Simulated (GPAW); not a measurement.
Set up this calculation in GPAW 26.7.0, as an ASE script.

```yaml
Task: single point
Functional: PBE
Potentials_or_basis: GPAW PAW data sets (gpaw-data 1.2.1)
Cutoff: 600 eV
Basis: pw
k_mesh: 11 × 11 × 6
Occupations: fermi-dirac, width 0.05 eV
Spin: no spin polarisation
Maxiter: 75
```

Crystal: CdSe (Cadmoselite).

```
CELL_PARAMETERS angstrom
4.30000 0.00000 0.00000
-2.15000 3.72391 0.00000
0.00000 0.00000 7.02000
ATOMIC_POSITIONS crystal
Cd 0.66667 0.33333 0.50000
Cd 0.33333 0.66667 0.00000
Se 0.66667 0.33333 0.88500
Se 0.33333 0.66667 0.38500
```

The input as run:

run.py

```python
from ase import Atoms
from ase.dft.bandgap import bandgap
from ase.io import write
from ase.units import GPa
from gpaw import GPAW, PW

atoms = Atoms(['Cd', 'Cd', 'Se', 'Se'],
              cell=[[4.3, 0.0, 0.0],
                    [-2.15, 3.7239092363, 0.0],
                    [0.0, 0.0, 7.02]],
              scaled_positions=[[0.6666666667, 0.3333333333, 0.5],
                                [0.3333333333, 0.6666666667, 0.0],
                                [0.6666666667, 0.3333333333, 0.885],
                                [0.3333333333, 0.6666666667, 0.385]],
              pbc=True)

calc = GPAW(mode=PW(600),
            xc='PBE',
            kpts={'size': (11, 11, 6), 'gamma': True},
            occupations={'name': 'fermi-dirac', 'width': 0.05},
            nbands=31,
            convergence={'density': 1e-05, 'energy': 1e-05},
            maxiter=75,
            txt='gpaw.txt')
atoms.calc = calc
energy = atoms.get_potential_energy()
forces = atoms.get_forces()
stress = atoms.get_stress()
calc.write('gs.gpw')
write('result.traj', atoms)
print(f'Energy: {energy:.6f} eV')
print('Forces (eV/A):')
print(forces.round(4))
print('Stress (GPa):', (stress / GPa).round(3))
print('Fermi level:', round(calc.get_fermi_level(), 4), 'eV')
print(f'Gap: {bandgap(calc)[0]:.4f} eV, direct: {bandgap(calc, direct=True)[0]:.4f} eV')
```

Potentials or basis: GPAW PAW data sets (gpaw-data 1.2.1), pw.

Run with:

```bash
$ OMP_NUM_THREADS=1 python run.py
```

It gave:

* Pressure: 2.8 GPa
* Largest force: 0.281 eV/Å
* Band gap on the k mesh: 0.70 eV, direct

Run time: 96 s on 1 thread of Intel(R) Xeon(R) Platinum 8488C (Sapphire Rapids), on a shared host, peak memory 0.39 GiB.
